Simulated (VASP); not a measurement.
# Gap of BaTiO3, level by level, part 2 of 7

How does the gap of BaTiO3 depend on the functional? The start is a cell from a database of measured crystal structures.

VASP 6.6.1, plane waves and PAW; the level of theory is named at each step.

So far, least gap on mesh and path (eV): step 2 (bands, level LDA, k 4×4×4) 1.67.

The database entry behind the starting cell differs from later determinations by our own check (c/a about 0.6 % short), so it need not match the best structure at ambient conditions.

### Step 3. Bands with PBEsol, k 4×4×4

This step: PBEsol; plane waves and PAW (Ba_sv, Ti_sv, O) (VASP 6.6.1).

PBEsol restores the gradient expansion of exchange and is tuned for the cells of solids.

Contents of INCAR:

```
SYSTEM = BaTiO3
PREC = Accurate
ENCUT = 520
EDIFF = 1E-06
NELM = 100
ISMEAR = 0
SIGMA = 0.02
LREAL = .FALSE.
ALGO = Normal
GGA = PS
NBANDS = 35
LORBIT = 11
LWAVE = .FALSE.
LCHARG = .FALSE.
KPAR = 8
```

Contents of POSCAR:

```
BaTiO3
1.0
    3.9998000000      0.0000000000      0.0000000000
    0.0000000000      3.9998000000      0.0000000000
    0.0000000000      0.0000000000      4.0180000000
Ba Ti O
1 1 3
Direct
    0.0000000000      0.0000000000      0.0000000000
    0.5000000000      0.5000000000      0.4900000000
    0.5000000000      0.5000000000      0.0190000000
    0.5000000000      0.0000000000      0.5170000000
    0.0000000000      0.5000000000      0.5170000000
```

Contents of KPOINTS:

```
Automatic mesh
0
Gamma
4 4 4
0 0 0
```

Contents of KPOINTS_OPT:

```
Line mode
16
Line-mode
Reciprocal
  0.00000000   0.00000000   0.00000000 GAMMA
  0.00000000   0.50000000   0.00000000 X

  0.00000000   0.50000000   0.00000000 X
  0.50000000   0.50000000   0.00000000 M

  0.50000000   0.50000000   0.00000000 M
  0.00000000   0.00000000   0.00000000 GAMMA

  0.00000000   0.00000000   0.00000000 GAMMA
  0.00000000   0.00000000   0.50000000 Z

  0.00000000   0.00000000   0.50000000 Z
  0.00000000   0.50000000   0.50000000 R

  0.00000000   0.50000000   0.50000000 R
  0.50000000   0.50000000   0.50000000 A

  0.50000000   0.50000000   0.50000000 A
  0.00000000   0.00000000   0.50000000 Z

  0.00000000   0.50000000   0.00000000 X
  0.00000000   0.50000000   0.50000000 R

  0.50000000   0.50000000   0.00000000 M
  0.50000000   0.50000000   0.50000000 A
```

PAW data sets: Ba_sv, Ti_sv and O (PBE family, release 64).

The run is started by

```sh
$ mpirun -np 8 vasp_std
```

Numbers of over 12 decimals in the logs are rounded to 6 here.

Output:

```text
[banner, memory and clock lines left out]
running    8 mpi-ranks, on    1 nodes
 distrk:  each k-point on    1 cores,    8 groups
 distr:  one band on    1 cores,    1 groups

 POSCAR found type information on POSCAR BaTiO
 POSCAR found :  3 types and       5 ions
 [... a notice as in an earlier step ...]

 [... a notice as in an earlier step ...]

 LDA part: xc-table for (Slater+PW92), standard interpolation
 POSCAR, INCAR and KPOINTS ok, starting setup
 FFT: planning ... GRIDC
 FFT: planning ... GRID_SOFT
 FFT: planning ... GRID
 WAVECAR not read
 entering main loop
       N       E                     dE             d eps       ncg     rms          rms(c)
DAV:   1     0.399066455760E+03    0.39907E+03   -0.19712E+04  1260   0.124E+03
DAV:   2    -0.972429273420E+01   -0.40879E+03   -0.37889E+03  1384   0.355E+02
DAV:   3    -0.505720012018E+02   -0.40848E+02   -0.40219E+02  1814   0.110E+02
DAV:   4    -0.522052766149E+02   -0.16333E+01   -0.16272E+01  1751   0.188E+01
DAV:   5    -0.522407192686E+02   -0.35443E-01   -0.35422E-01  1631   0.230E+00    0.227E+01
DAV:   6    -0.425692878063E+02    0.96714E+01   -0.27800E+01  1596   0.519E+01    0.100E+01
DAV:   7    -0.421615746787E+02    0.40771E+00   -0.57851E+00  1444   0.177E+01    0.690E+00
DAV:   8    -0.419867144717E+02    0.17486E+00   -0.85666E-01  1496   0.802E+00    0.244E+00
DAV:   9    -0.420335313073E+02   -0.46817E-01   -0.17594E-01  1672   0.251E+00    0.212E+00
DAV:  10    -0.419835063755E+02    0.50025E-01   -0.27872E-01  1369   0.465E+00    0.563E-01
DAV:  11    -0.419771423665E+02    0.63640E-02   -0.25211E-02  1453   0.145E+00    0.162E-01
DAV:  12    -0.419770991461E+02    0.43220E-04   -0.10679E-03  1588   0.243E-01    0.331E-02
DAV:  13    -0.419771217294E+02   -0.22583E-04   -0.69113E-05  1493   0.563E-02    0.137E-02
DAV:  14    -0.419771200575E+02    0.16719E-05   -0.83480E-06  1777   0.195E-02    0.105E-02
DAV:  15    -0.419771198919E+02    0.16553E-06   -0.21199E-06  1419   0.108E-02
   1 F= -.41977120E+02 E0= -.41977120E+02  d E =-.398336E-36
 Start KPOINTS_OPT (optional k-point list driver)
k-point batch [1-18\144]
       N       E                     dE             ncg
DAV:   1     0.348144171434E+03   -0.86915E+04     1260
DAV:   2    -0.649270900142E+04   -0.68409E+04     1391
DAV:   3    -0.716499009364E+04   -0.67228E+03     1724
DAV:   4    -0.718995715029E+04   -0.24967E+02     1752
DAV:   5    -0.719053523022E+04   -0.57808E+00     1471
DAV:   6    -0.719054831773E+04   -0.13088E-01     1575
DAV:   7    -0.719054876233E+04   -0.44460E-03     1524
DAV:   8    -0.719054877963E+04   -0.17304E-04     1377
DAV:   9    -0.719054878035E+04   -0.72210E-06     1194
[...]
k-point batch [127-144\144]
       N       E                     dE             ncg
DAV:   1     0.491181149921E+03   -0.25285E+05     1263
DAV:   2    -0.657135027153E+04   -0.70625E+04     1348
DAV:   3    -0.734324370751E+04   -0.77189E+03     1843
DAV:   4    -0.737692043840E+04   -0.33677E+02     1656
DAV:   5    -0.737783772332E+04   -0.91728E+00     1711
DAV:   6    -0.737785206155E+04   -0.14338E-01     1587
DAV:   7    -0.737785257713E+04   -0.51558E-03     1714
DAV:   8    -0.737785260240E+04   -0.25266E-04     1164
DAV:   9    -0.737785260335E+04   -0.95148E-06     1228
```

It took 24 s on 8 MPI ranks of Intel Xeon 6975P-C (Granite Rapids), shared host; peak memory 1.8 GiB; 3 min of CPU time.

Parts of OUTCAR (step 3):

```text
The static configuration has the point symmetry C_4v.

 Found     18 irreducible k-points:

   NELECT =      40.0000    total number of electrons

 E-fermi :   3.8795

 k-point     1 :       0.0000    0.0000    0.0000
  band No.  band energies     occupation
    ...
     16       2.4595      2.00000
     17       2.5517      2.00000
     18       3.4030      2.00000
     19       3.4131      2.00000
     20       3.4131      2.00000
     21       5.4214      0.00000
     22       5.6437      0.00000
     23       5.6437      0.00000
     24       7.6930      0.00000
     25       7.7871      0.00000
    ...

 k-point     2 :       0.2500    0.0000    0.0000
  band No.  band energies     occupation
    ...
     16       2.0318      2.00000
     17       2.1340      2.00000
     18       2.4440      2.00000
     19       3.0238      2.00000
     20       3.1265      2.00000
     21       5.7076      0.00000
     22       6.4025      0.00000
     23       6.4180      0.00000
     24       7.7633      0.00000
     25       8.8808      0.00000
    ...

  Total       -0.9463689     -0.9463689     -0.5373742      0.0000000     -0.0000000      0.0000000
  in kB      -23.5876435    -23.5876435    -13.3937113      0.0000000     -0.0000000      0.0000000
  external PRESSURE =     -20.1896661 kB  Pullay stress =       0.0000000 kB

 POSITION                                       TOTAL-FORCE (eV/Angst)
 -----------------------------------------------------------------------------------
      0.00000      0.00000      0.00000         0.000000      0.000000      0.052342
      1.99990      1.99990      1.96882         0.000000      0.000000     -0.226978
      1.99990      1.99990      0.07634         0.000000     -0.000000      0.353483
      1.99990      0.00000      2.07731         0.000000      0.000000     -0.089424
      0.00000      1.99990      2.07731        -0.000000      0.000000     -0.089424
 -----------------------------------------------------------------------------------
    total drift:                                0.000000      0.000000     -0.000151

  FREE ENERGIE OF THE ION-ELECTRON SYSTEM (eV)
  ---------------------------------------------------
  free  energy   TOTEN  =       -41.9771198919 eV

  energy  without entropy=      -41.9771198919  energy(sigma->0) =      -41.97711989

 total charge
# of ion       s       p       d       tot
------------------------------------------
    1        2.003   5.633   0.336   7.973
    2        2.215   6.275   1.727  10.217
    3        1.561   3.447   0.000   5.008
    4        1.558   3.447   0.000   5.005
    5        1.558   3.447   0.000   5.005
--------------------------------------------------
tot          8.895  22.249   2.064  33.208

[... 8 parts as in an earlier step ...]

[... 5 further parts left out ...]
```

The PAW data sets were made with PBE, which is usual practice but a small mismatch for other functionals. At this level the cell is under a tension of 2.0 GPa, so at these settings it is away from equilibrium.

This step gave:

| Item | Value |
| --- | --- |
| free energy (TOTEN) | -41.98 eV |
| Fermi energy | 3.880 eV |
| pressure | -2.019 GPa |
| least gap on mesh and path | 1.715 eV |
| least direct gap on mesh and path | 2.008 eV |
| least direct gap at k | 0, 0, 0 |

Electronic bands along the path, in eV, zero at the valence-band top; v1 is the highest filled band, c1 the lowest empty one:

```tsv
point	v4	v3	v2	v1	c1	c2	c3	c4
Γ	-1.15	-0.30	-0.29	-0.29	1.71	1.94	1.94	3.99
0.53 of the way	-1.61	-1.34	-0.71	-0.61	2.01	2.78	2.80	4.06
X	-1.86	-1.76	-0.96	-0.85	2.08	3.48	3.51	4.04
0.47 of the way	-1.55	-1.51	-1.07	-0.58	2.69	3.52	3.59	4.60
M	-1.78	-0.98	-0.98	-0.09	3.53	3.53	3.91	4.70
0.47 of the way	-1.77	-1.10	-1.00	-0.48	2.72	2.91	3.14	4.61
Γ	-1.15	-0.30	-0.29	-0.29	1.71	1.94	1.94	3.99
0.47 of the way	-1.57	-1.22	-0.50	-0.50	1.79	2.72	2.72	3.99
Z	-1.97	-1.97	-0.72	-0.72	1.88	3.54	3.54	3.99
0.53 of the way	-1.39	-1.36	-1.12	-0.54	2.84	3.55	3.62	4.68
R	-1.75	-0.91	-0.90	-0.17	3.50	3.55	3.90	4.82
0.53 of the way	-2.51	-0.54	-0.49	-0.12	3.83	3.84	4.04	6.26
A	-2.44	-0.08	-0.08	0.00	4.16	4.16	4.16	6.45
0.53 of the way	-2.12	-0.97	-0.74	-0.66	3.15	3.66	3.69	5.72
Z	-1.97	-1.97	-0.72	-0.72	1.88	3.54	3.54	3.99
jump to X	-1.86	-1.76	-0.96	-0.85	2.08	3.48	3.51	4.04
0.53 of the way	-1.45	-1.37	-1.17	-0.53	2.93	3.49	3.64	4.69
R	-1.75	-0.91	-0.90	-0.17	3.50	3.55	3.90	4.82
jump to M	-1.78	-0.98	-0.98	-0.09	3.53	3.53	3.91	4.70
0.47 of the way	-2.57	-0.67	-0.67	-0.05	3.79	3.79	4.02	5.93
A	-2.44	-0.08	-0.08	0.00	4.16	4.16	4.16	6.45
```

The largest weight of each band there:

```tsv
point	v4	v3	v2	v1	c1	c2	c3	c4
Γ	O 0.99	O 0.91	O 0.90	O 0.90	Ti 0.96	Ti 0.89	Ti 0.89	Ti 0.95
X	O 0.70	O 0.78	O 0.87	O 0.91	Ti 0.94	Ti 0.80	Ti 0.80	Ti 0.94
M	O 0.85	O 0.88	O 0.88	O 0.97	Ti 0.82	Ti 0.82	Ti 0.87	Ti 0.89
Γ	O 0.99	O 0.91	O 0.90	O 0.90	Ti 0.96	Ti 0.89	Ti 0.89	Ti 0.95
Z	O 0.71	O 0.71	O 0.93	O 0.93	Ti 1.00	Ti 0.80	Ti 0.80	Ti 0.95
R	O 0.86	O 0.88	O 0.88	O 0.97	Ti 0.82	Ti 0.82	Ti 0.87	Ti 0.88
```

Force by atom:

```tsv
atom	x (eV/Å)	y (eV/Å)	z (eV/Å)	size
Ba1	0.000	0.000	0.052	0.052
Ti2	0.000	0.000	-0.227	0.227
O3	0.000	0.000	0.353	0.353
O4	0.000	0.000	-0.089	0.089
O5	0.000	0.000	-0.089	0.089
```

The gap is 1.71 eV, indirect, from A to Γ. Against LDA that is +0.05 eV; the cost is about the same.

### Step 4. Bands with PBE, k 4×4×4

This step: PBE; plane waves and PAW (Ba_sv, Ti_sv, O) (VASP 6.6.1).

PBE, the usual starting point, adds the gradient of the density.

Edit INCAR of step 3 so:

```diff
@@ -9,3 +9,3 @@
 ALGO = Normal
-GGA = PS
+GGA = PE
 NBANDS = 35
```

POSCAR is that of step 3.

KPOINTS is that of step 3.

KPOINTS_OPT is that of step 3.

The run is started by

```sh
$ mpirun -np 8 vasp_std
```

Output:

```text
[banner, memory and clock lines left out]
running    8 mpi-ranks, on    1 nodes
[...]
[... a notice as in an earlier step ...]

 LDA part: xc-table for (Slater+PW92), standard interpolation
 POSCAR, INCAR and KPOINTS ok, starting setup
[...]
entering main loop
       N       E                     dE             d eps       ncg     rms          rms(c)
DAV:   1     0.403175106623E+03    0.40318E+03   -0.19771E+04  1260   0.124E+03
DAV:   2    -0.805679608382E+01   -0.41123E+03   -0.38104E+03  1384   0.356E+02
DAV:   3    -0.492097722278E+02   -0.41153E+02   -0.40532E+02  1811   0.111E+02
DAV:   4    -0.508564309489E+02   -0.16467E+01   -0.16407E+01  1751   0.189E+01
[...]
DAV:  14    -0.399711952310E+02    0.51790E-04   -0.95583E-05  1721   0.774E-02    0.140E-02
DAV:  15    -0.399711903314E+02    0.48996E-05   -0.22562E-05  1671   0.378E-02    0.463E-03
DAV:  16    -0.399711903879E+02   -0.56526E-07   -0.15113E-06  1283   0.895E-03
   1 F= -.39971190E+02 E0= -.39971190E+02  d E =-.503009E-61
 Start KPOINTS_OPT (optional k-point list driver)
k-point batch [1-18\144]
       N       E                     dE             ncg
DAV:   1     0.446763418023E+03   -0.85929E+04     1260
DAV:   2    -0.642119201800E+04   -0.68680E+04     1388
DAV:   3    -0.709736067833E+04   -0.67617E+03     1724
DAV:   4    -0.712271568870E+04   -0.25355E+02     1760
DAV:   5    -0.712329898732E+04   -0.58330E+00     1463
DAV:   6    -0.712331325503E+04   -0.14268E-01     1567
DAV:   7    -0.712331375078E+04   -0.49575E-03     1508
DAV:   8    -0.712331377076E+04   -0.19978E-04     1385
DAV:   9    -0.712331377162E+04   -0.86739E-06     1239
[...]
k-point batch [127-144\144]
       N       E                     dE             ncg
DAV:   1     0.587457507473E+03   -0.25189E+05     1263
DAV:   2    -0.649978998042E+04   -0.70872E+04     1356
DAV:   3    -0.727448867465E+04   -0.77470E+03     1851
DAV:   4    -0.730868172617E+04   -0.34193E+02     1680
DAV:   5    -0.730962176619E+04   -0.94004E+00     1709
DAV:   6    -0.730963674422E+04   -0.14978E-01     1579
DAV:   7    -0.730963727213E+04   -0.52791E-03     1733
DAV:   8    -0.730963729467E+04   -0.22542E-04     1168
DAV:   9    -0.730963729563E+04   -0.96059E-06     1239
```

Wall time 28 s (8 MPI ranks); peak memory 1.7 GiB.

From OUTCAR (step 4):

```text
  Total        1.5691345      1.5691345      1.9710294      0.0000000      0.0000000      0.0000000
  in kB       39.1096804     39.1096804     49.1266545      0.0000000      0.0000000      0.0000000
  external PRESSURE =      42.4486718 kB  Pullay stress =       0.0000000 kB

 POSITION                                       TOTAL-FORCE (eV/Angst)
 -----------------------------------------------------------------------------------
      0.00000      0.00000      0.00000        -0.000000      0.000000      0.071943
      1.99990      1.99990      1.96882        -0.000000      0.000000     -0.195991
      1.99990      1.99990      0.07634        -0.000000     -0.000000      0.302338
      1.99990      0.00000      2.07731        -0.000000      0.000000     -0.089145
      0.00000      1.99990      2.07731         0.000000      0.000000     -0.089145
 -----------------------------------------------------------------------------------
    total drift:                                0.000000      0.000000      0.000065

  FREE ENERGIE OF THE ION-ELECTRON SYSTEM (eV)
  ---------------------------------------------------
  free  energy   TOTEN  =       -39.9711903879 eV

  energy  without entropy=      -39.9711903879  energy(sigma->0) =      -39.97119039

[... 2 parts as in an earlier step ...]

[... 1 further part left out ...]
[key lines of the parts left out:]
E-fermi :   4.0809
```

At this level the cell is under a pressure of 4.2 GPa, so at these settings it is away from equilibrium.

Electronic bands along the path, in eV, zero at the valence-band top; v1 is the highest filled band, c1 the lowest empty one:

```tsv
point	v4	v3	v2	v1	c1	c2	c3	c4
Γ	-1.14	-0.31	-0.29	-0.29	1.76	1.98	1.98	3.95
0.53 of the way	-1.58	-1.31	-0.71	-0.61	2.04	2.80	2.81	4.03
X	-1.83	-1.73	-0.95	-0.84	2.11	3.47	3.51	4.01
0.47 of the way	-1.52	-1.50	-1.06	-0.57	2.70	3.51	3.59	4.57
M	-1.77	-0.97	-0.97	-0.09	3.52	3.52	3.91	4.68
0.47 of the way	-1.75	-1.09	-0.99	-0.48	2.74	2.92	3.16	4.58
Γ	-1.14	-0.31	-0.29	-0.29	1.76	1.98	1.98	3.95
0.47 of the way	-1.54	-1.21	-0.50	-0.50	1.83	2.74	2.74	3.95
Z	-1.94	-1.94	-0.71	-0.71	1.92	3.54	3.54	3.96
0.53 of the way	-1.37	-1.34	-1.10	-0.53	2.85	3.54	3.63	4.65
R	-1.73	-0.91	-0.89	-0.17	3.49	3.55	3.90	4.79
0.53 of the way	-2.48	-0.53	-0.48	-0.12	3.82	3.83	4.03	6.26
A	-2.42	-0.08	-0.08	0.00	4.14	4.14	4.14	6.53
0.53 of the way	-2.09	-0.95	-0.73	-0.65	3.16	3.66	3.68	5.68
Z	-1.94	-1.94	-0.71	-0.71	1.92	3.54	3.54	3.96
jump to X	-1.83	-1.73	-0.95	-0.84	2.11	3.47	3.51	4.01
0.53 of the way	-1.43	-1.35	-1.16	-0.52	2.94	3.49	3.64	4.66
R	-1.73	-0.91	-0.89	-0.17	3.49	3.55	3.90	4.79
jump to M	-1.77	-0.97	-0.97	-0.09	3.52	3.52	3.91	4.68
0.47 of the way	-2.54	-0.66	-0.66	-0.05	3.78	3.78	4.01	5.93
A	-2.42	-0.08	-0.08	0.00	4.14	4.14	4.14	6.53
```

The largest weight of each band there:

```tsv
point	v4	v3	v2	v1	c1	c2	c3	c4
Γ	O 0.99	O 0.91	O 0.90	O 0.90	Ti 0.97	Ti 0.90	Ti 0.90	Ti 0.95
X	O 0.71	O 0.78	O 0.88	O 0.91	Ti 0.95	Ti 0.81	Ti 0.81	Ti 0.94
M	O 0.86	O 0.88	O 0.88	O 0.97	Ti 0.82	Ti 0.82	Ti 0.87	Ti 0.89
Γ	O 0.99	O 0.91	O 0.90	O 0.90	Ti 0.97	Ti 0.90	Ti 0.90	Ti 0.95
Z	O 0.72	O 0.72	O 0.93	O 0.93	Ti 1.00	Ti 0.81	Ti 0.81	Ti 0.95
R	O 0.86	O 0.88	O 0.89	O 0.97	Ti 0.82	Ti 0.82	Ti 0.87	Ti 0.88
```

The gap is 1.76 eV, indirect, from A to Γ. Against LDA that is +0.09 eV; the cost is about the same.

[end of part 2 of 7]

[Lines on the potential files, build, host, timing and source positions are cut from VASP's logs without a mark.]

[Logs are printed without paths, hosts, clocks, repeated set-up lines and the standing remarks that a program may print on its own settings, such as how far it seeks lower states.]

[Hosts, paths, dates, database ids (printed as entryN), source tags and the programs' standing remarks are cut or masked in the printed files.]

[Measured values are set beside computed ones only where the two were judged alike; some that the calculation misses by far are left out.]

[In band tables of VASP the shares of atoms and orbitals are scaled to a sum of 1 inside the atoms' spheres.]
